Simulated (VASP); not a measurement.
SnSe: single point with PBE

Crystal: SnSe.

```xyz
8
Lattice="11.4200 0.0000 0.0000 0.0000 4.1900 0.0000 0.0000 0.0000 4.4600" Properties=species:S:1:pos:R:3 pbc="T T T"
Sn   10.0153    3.1425    4.0541
Sn    7.1147    1.0475    1.8241
Sn    4.3053    3.1425    2.6359
Sn    1.4047    1.0475    0.4059
Se    7.3431    3.1425    4.3886
Se    9.7869    1.0475    2.1586
Se    1.6331    3.1425    2.3014
Se    4.0769    1.0475    0.0714
```

| Property | Result |
| --- | --- |
| Program | VASP 6.6.1 |
| Task | single point |
| Functional | PBE |
| Potentials or basis | VASP PAW PBE potentials, release 64 (Sn_d, Se) |
| Cutoff | 520 eV |
| k mesh | 3 × 6 × 6 |
| Occupations | gaussian, width 0.014 eV |
| Spin | no spin polarisation |
| Further INCAR settings | ALGO = Fast; EDIFF = 1e-06; NBANDS = 50 |

The pressure is 2.4 GPa. The largest force is 0.326 eV/Å and the band gap on the k mesh is 0.54 eV, indirect (least direct gap 0.71 eV).

Forces on the atoms (eV/Å):
```
Sn   0.326  0.000 -0.010
Sn  -0.326  0.000 -0.010
Sn   0.326  0.000  0.010
Sn  -0.326  0.000  0.010
Se  -0.269  0.000  0.020
Se   0.269  0.000  0.020
Se  -0.269  0.000 -0.020
Se   0.269  0.000 -0.020
```

Stress tensor (GPa, compression positive):
```
4.27 0.00 0.00
0.00 1.60 0.00
0.00 0.00 1.39
```

Levels at points of the mesh, in eV from the valence-band top:
| k point | band 37 | band 38 | band 39 | band 40 | band 41 | band 42 | band 43 | band 44 |
| --- | --- | --- | --- | --- | --- | --- | --- | --- |
| (0.00, 0.00, 0.00) | -1.56 | -1.20 | -0.78 | -0.56 | 0.79 | 2.95 | 3.03 | 3.06 |
| (0.00, 0.50, 0.00) | -1.02 | -1.02 | -0.75 | -0.75 | 0.90 | 0.90 | 1.39 | 1.39 |
| (0.00, 0.00, 0.50) | -0.78 | -0.78 | -0.32 | -0.32 | 1.25 | 1.25 | 1.58 | 1.58 |
| (0.00, 0.50, 0.50) | -2.25 | -2.25 | -1.52 | -1.52 | 2.86 | 2.86 | 3.11 | 3.11 |

Run time: 7.6 min on 1 thread of Intel(R) Xeon(R) Platinum 8259CL CPU @ 2.50GHz (Skylake/Cascade Lake), on a shared host, peak memory 0.47 GiB.

The gap isn't set beside the measured one, since this odd mesh misses points on the zone boundary.

Caveat: spin-orbit coupling is left out, which moves the levels of the heavy elements; an odd mesh through Γ misses points on the zone boundary, where band edges often lie.
